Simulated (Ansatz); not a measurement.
Spinel MgAl2O4

Computed with r²SCAN (PAW; Ansatz, a first-principles code).

Run with plane-wave cutoff 560 eV, 8×8×8 k mesh, Fermi–Dirac smearing 0.01 eV, scalar-relativistic PAW data made under PBE.

Cell (measured lattice):

```cif
data_Al4Mg2O8
_chemical_formula_sum 'Mg2 Al4 O8'
_space_group_name_H-M_alt 'P 1'
_space_group_IT_number 1
_cell_length_a 5.71569
_cell_length_b 5.71569
_cell_length_c 5.71569
_cell_angle_alpha 60.000
_cell_angle_beta 60.000
_cell_angle_gamma 60.000
loop_
_space_group_symop_operation_xyz
  'x, y, z'
loop_
_atom_site_label
_atom_site_type_symbol
_atom_site_fract_x
_atom_site_fract_y
_atom_site_fract_z
_atom_site_occupancy
Mg1 Mg 0.00000 0.00000 0.00000 1
Mg2 Mg 0.25000 0.25000 0.25000 1
Al1 Al 0.62500 0.12500 0.62500 1
Al2 Al 0.12500 0.62500 0.62500 1
Al3 Al 0.62500 0.62500 0.12500 1
Al4 Al 0.62500 0.62500 0.62500 1
O1 O 0.38730 0.83810 0.38730 1
O2 O 0.41190 0.86270 0.86270 1
O3 O 0.38730 0.38730 0.83810 1
O4 O 0.86270 0.41190 0.86270 1
O5 O 0.38730 0.38730 0.38730 1
O6 O 0.86270 0.86270 0.86270 1
O7 O 0.83810 0.38730 0.38730 1
O8 O 0.86270 0.86270 0.41190 1
```

| Quantity | Result |
|---|---|
| band gap | 6.24 eV |
| smallest direct gap on the k points sampled | 6.24 eV |

Measured, for comparison: band gap 7.8 eV (temperature not stated, no zero-point or thermal correction; as tabulated in Neo et al. (2023), doi:10.1002/gch2.202200236). Computed (rounded) less measured: band gap -1.56 eV.

Note: cell and atoms aren't relaxed at this level (largest force component 0.36 eV/Å, pressure -0.8 GPa).

The computed numbers hold no vibrational or temperature effects.

Computing time: around 70 core-seconds (rough).
